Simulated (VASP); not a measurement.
# As (Cmce) in VASP: a series of runs, part 2 of 2

VASP 6.6.1.

### Step 3. Relaxation of cell and atoms, PBEsol+D3(BJ)

This run uses another cell than the first one, of 20.15 Å³/atom, 0.898 times its volume.

Contents of INCAR:

```
PREC     = Accurate       # precision mode
ENCUT    = 250            # plane-wave cutoff, eV
EDIFF    = 1E-7           # SCF threshold, eV
ISMEAR   = 0              # smearing method
SIGMA    = 0.02           # smearing width, eV
LREAL    = False          # projectors in reciprocal space
LASPH    = True           # aspherical terms in the spheres
NELM     = 80             # most SCF steps
ALGO     = Fast           # electronic algorithm
ISIF     = 3              # what is computed and relaxed
LWAVE    = False          # write WAVECAR
LCHARG   = False          # write CHGCAR
GGA      = PS             # functional
IVDW     = 12             # dispersion correction
IBRION   = 2              # ionic algorithm
NSW      = 80             # ionic steps
EDIFFG   = -0.002         # ionic threshold
```

Contents of KPOINTS:

```
Automatic mesh
0
Gamma
  10 10 8
```

Contents of POSCAR:

```
As                                      
1.0
    1.8636813380     -5.2818687957      0.0000000000
    1.8636813380      5.2818687957     -0.0000000000
    0.0000000000     -0.0000000000      4.0946088426
  As            
     4
Direct
     0.1157751315365003    0.8842248684635001    0.0468885314238291
     0.6157751315364999    0.3842248684634997    0.4531114685761710
     0.8842248684635001    0.1157751315365003    0.9531114685761708
     0.3842248684634997    0.6157751315364999    0.5468885314238292
```

Potentials or basis: VASP PAW PBE potentials, release 64 (As).

Launch:

```console
> cat potpaw_PBE.64/As/POTCAR > POTCAR
> mpirun -np 1 vasp_std > vasp.out
```

OUTCAR:

```text
PREC = Accurate
   ENCUT = 250
   EDIFF = 1E-7
   ISMEAR = 0
   LREAL = False
   LASPH = True
   NELM = 80
   ISIF = 3
   GGA = PS
   IVDW = 12
   IBRION = 2
   NSW = 80
   EDIFFG = -0.002
 IVDW          = 12

 ion  position               nearest neighbor table
   1  0.116  0.884  0.047-   3 2.48   2 2.50   2 2.50
   2  0.616  0.384  0.453-   4 2.48   1 2.50   1 2.50
   3  0.884  0.116  0.953-   1 2.48   4 2.50   4 2.50
   4  0.384  0.616  0.547-   2 2.48   3 2.50   3 2.50

  LATTYP: Found a base centered orthorhombic cell.
 ALAT       =     3.7273626760
 B/A-ratio  =     2.8341051058
 C/A-ratio  =     1.0985270816

  Lattice vectors:

 A1 = (   1.8636813380,  -5.2818687957,   0.0000000000)
 A2 = (   1.8636813380,   5.2818687957,   0.0000000000)
 A3 = (   0.0000000000,   0.0000000000,   4.0946088426)

Analysis of symmetry for initial positions (statically):
=====================================================================
 Subroutine PRICEL returns:
[... 358 lines left out ...]
  energy without entropy =      -20.19280195  energy(sigma->0) =      -20.19282581

 E-fermi :   5.5785     XC(G=0): -10.4422

 val. band max:        5.5616247208   @ k =  -0.4000   0.4000   0.0000
 cond. band min:       5.5972469545   @ k =   0.5000   0.5000   0.1250
 fundamental gap:      0.0356222337
 Fermi energy:         5.5784628980

 k-point     1 :       0.0000    0.0000    0.0000
  band No.  band energies     occupation
      1      -9.5103      2.00000
      2      -6.2194      2.00000
      3      -3.1934      2.00000
      4      -0.9860      2.00000
      5       0.0522      2.00000
      6       1.1940      2.00000
      7       2.1578      2.00000
      8       3.0634      2.00000
      9       3.7232      2.00000
     10       4.9043      2.00000
     11       7.8030      0.00000
     12       8.3643      0.00000
     13       8.6001      0.00000
     14       9.7664      0.00000
[... 377 lines left out ...]
      1      -8.0994      2.00000
      2      -6.6338      2.00000
      3      -5.1383      2.00000
      4      -1.9993      2.00000
      5       1.7850      2.00000
      6       2.0797      2.00000
      7       2.5311      2.00000
      8       3.4028      2.00000
      9       4.1400      2.00000
     10       4.1931      2.00000
     11       5.8391      0.00000
     12       6.4019      0.00000
     13       7.0617      0.00000
     14       9.1775      0.00000

 [... further k-points ...]

------------------------ aborting loop because EDIFF is reached ----------------------------------------

 Edisp (eV)   -1.57005

 E8    (eV) :    -1.0080
[... 27 lines left out ...]
  FREE ENERGIE OF THE ION-ELECTRON SYSTEM (eV)
  ---------------------------------------------------
  free  energy   TOTEN  =       -21.7628976738 eV

  energy  without entropy=      -21.7628499417  energy(sigma->0) =      -21.76287381

 reached required accuracy - stopping structural energy minimisation
```

CONTCAR:

```text
As
   1.00000000000000
     1.8646207244648529   -5.2801448050732036   -0.0000000000000000
     1.8646207244648529    5.2801448050732036    0.0000000000000000
     0.0000000000000000    0.0000000000000000    4.0898489046639455
  As
     4
Direct
     0.1158066760758894    0.8841933239241107    0.0467307441603323
     0.6158066760758893    0.3841933239241106    0.4532692558396678
     0.8841933239241107    0.1158066760758894    0.9532692558396678
     0.3841933239241106    0.6158066760758893    0.5467307441603322

  0.00000000E+00  0.00000000E+00  0.00000000E+00
  0.00000000E+00  0.00000000E+00  0.00000000E+00
  0.00000000E+00  0.00000000E+00  0.00000000E+00
  0.00000000E+00  0.00000000E+00  0.00000000E+00
```

Wall time 94 s (1 thread of Intel Xeon Platinum 8488C (Sapphire Rapids), shared host); peak memory 0.2 GiB.

What came out:

* Free energy: -21.7629 eV
* Relaxed volume: 20.13 Å³/atom
* Relaxed cell: a = 5.600 Å, b = 5.600 Å, c = 4.090 Å, α = 90.00°, β = 90.00°, γ = 141.10°
* Space group after relaxing (to 0.05 Å): Cmce (No. 64)
* Energy gained by relaxing: 0.0 meV/atom
* Ionic steps: 5
* Pressure after relaxing: 0.0 GPa
* Band gap on the k mesh: none (metal or under the smearing width)
* Dispersion energy per atom: -0.393 eV

Final structure:
```xyz
4
Lattice="1.8646 -5.2801 0.0000 1.8646 5.2801 0.0000 0.0000 0.0000 4.0898" Properties=species:S:1:pos:R:3 pbc="T T T"
As    1.8646    4.0572    0.1911
As    1.8646   -1.2230    1.8538
As    1.8646   -4.0572    3.8987
As    1.8646    1.2230    2.2360
```

Caveat: the cutoff is under 1.25 times the usual one of these potentials, so pressure, stress and relaxed cells hold a basis-set (Pulay) error; the PAW data sets were made with another functional, which shifts forces and pressure a little; pairwise dispersion overbinds metals, which lowers pressure and volume.
